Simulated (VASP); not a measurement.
Here is a VASP 6.6.1 calculation.

File INCAR:

```
PREC = Accurate
ENCUT = 520
EDIFF = 1E-6
ISMEAR = 0
SIGMA = 0.1
LREAL = F
LASPH = T
NELM = 100
ALGO = Normal
ISIF = 2
LWAVE = F
LCHARG = F
GGA = PS
NBANDS = 7
```

The input KPOINTS:

```
Automatic mesh
0
Gamma
  6 6 6
```

The input POSCAR:

```
Mg
1.0
   -1.9369761834      1.9369761834      1.9289917577
    1.9369761834     -1.9369761834      1.9289917577
    1.9369761834      1.9369761834     -1.9289917577
Mg
1
Direct
    0.5000000000      0.5000000000      0.0000000000
```

Potentials or basis: VASP PAW PBE potentials, release 64 (Mg).

Launch:

```bash
$ cat potpaw_PBE.64/Mg/POTCAR > POTCAR
$ mpirun -np 1 vasp_std > vasp.out
```

(1) What does it give for the pressure?

(2) What does it give for the band gap on the k mesh?

Results:

(1) -5.7 GPa.

(2) none (metal or under the smearing width).

Caveat: the k mesh is coarse (spacing up to 0.38 Å⁻¹), so the values aren't converged; the PAW data sets were made with another functional, which shifts forces and pressure a little.
